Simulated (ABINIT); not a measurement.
Crystal: B.

```
B
1.0
     1.88524    0.00000    0.00000
     0.00000    1.88524    0.00000
     0.00000    0.00000    1.88524
B
1
Direct
  0.50000 0.50000 0.50000
```

The cell was built by a generator and needn't be a form met in nature.

Program: ABINIT 10.8.3 (patched build). Alike in all runs: task single point; potentials or basis JTH PAW PBE v2.0; no spin polarisation; cell as given; k mesh 14 × 14 × 14; cutoff (eV) 490; smearing fermi-dirac 0.05 eV.

Q: Order these runs on this cell by their pressure, lowest first.
A. level BLYP
B. level PBE
C. level AM05
D. level WC
E. level LDA

A: E (-7.0 GPa), C (-4.2 GPa), D (-1.9 GPa), B (0.1 GPa), A (7.7 GPa).

Caveats: the PAW data sets were made with another functional, which shifts forces and pressure a little (some runs).
